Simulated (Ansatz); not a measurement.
Starting cell, RuO$_{2}$ (rutile):

```
RuO2
1.0
    4.46614     0.00000     0.00000
    0.00000     4.46614     0.00000
    0.00000     0.00000     3.09186
Ru O
2 4
Cartesian
  0.00000   0.00000   0.00000
  2.23307   2.23307   1.54593
  1.36702   1.36702   0.00000
  3.60009   0.86605   1.54593
  0.86605   3.60009   1.54593
  3.09912   3.09912   0.00000
```

Scan: atom 1 (Ru, nearest neighbour O at 1.933 Å; its periodic images, 3.1 Å or more away, move with it) is displaced along Cartesian [111], direction (0.577, 0.577, 0.577) in Cartesian axes, by s. The other atoms stay.

These are PBEsol (plane waves to 420 eV, PAW, scalar-relativistic; Ansatz, a program for electronic structure) values and carry that method's errors. k mesh 9×9×12 (Γ-centred), Fermi-Dirac smearing 0.05 eV. E stands for the smeared free energy. With partly filled bands, energies and forces of such displacements shift with the k mesh and the smearing. RuO2 is run without spin polarisation and with no Hubbard U. RuO2 was relaxed with its symmetry unable to fall. ΔE is measured from the undisplaced structure. The last digit holds for this mesh only.

| s (Å) | ΔE (meV/cell) |
|---|---|
| -0.190 | 474.6 |
| -0.152 | 303.4 |
| -0.114 | 170.6 |
| -0.076 | 75.8 |
| -0.038 | 19.0 |
| 0.000 | 0.0 |
| 0.038 | 19.0 |
| 0.076 | 75.8 |
| 0.114 | 170.6 |
| 0.152 | 303.4 |
| 0.190 | 474.6 |

Task: What force constant k = d²E/ds² at s = 0 does the table give?

Result: 26 eV/Å². It is the second difference of the nearest points, corrected with the next pair.

Task: With k = 26.28 eV/Å² from the forces, is the well harmonic out to s = 0.190 Å?

Result: ½ks² = 474 meV/cell against the computed 475 meV/cell, so the well is close to harmonic there.

(A displaced cell: forces are minus the slopes of the energy, force constants its curvatures, and phonons follow from these.)
